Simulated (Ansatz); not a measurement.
Si (Fd-3m) under several functionals

Plane-wave DFT in Ansatz with scalar-relativistic PAW potentials. The same structure was relaxed (cell and atoms, symmetry kept) in separate runs at each level. No spin polarisation.

| level | cutoff (eV) | k mesh | V (Å³/atom) | a (Å) | gap (eV) |
| --- | --- | --- | --- | --- | --- |
| PBEsol | 420 | 12×12×12 | 20.055 | 5.434 | 0.46 |
| r2SCAN | 500 | 8×8×8 | 20.165 | 5.444 | 0.81 |
| PBE | 420 | 8×8×8 | 20.459 | 5.470 | 0.65 |

Q: Where does LDA (420 eV, k mesh 12×12×12) fall?

A: V (Å³/atom) 19.704, a (Å) 5.402, gap (eV) 0.44. Its volume is the smallest of the set. The usual order of volumes, LDA < PBEsol < PBE, holds here (19.704, 20.055, 20.459 Å³/atom). As a rule LDA overbinds; PBEsol, built on the gradient expansion of slowly varying densities, lies between LDA and PBE; PBE's stronger gradient term for exchange weakens bonds. r2SCAN lies 1.4 % under PBE in volume. Each gap belongs to its own cell, so it mixes the functional's effect with that of the volume; gaps are the least found on the k mesh or on a band path.

Cost: 4 runs of about 0.52 core-minutes in all, on Intel Xeon Processor @ 2.10GHz (Emerald Rapids), Intel Xeon Processor @ 2.70GHz, AMD EPYC (Zen 3) and other processors (shared hosts).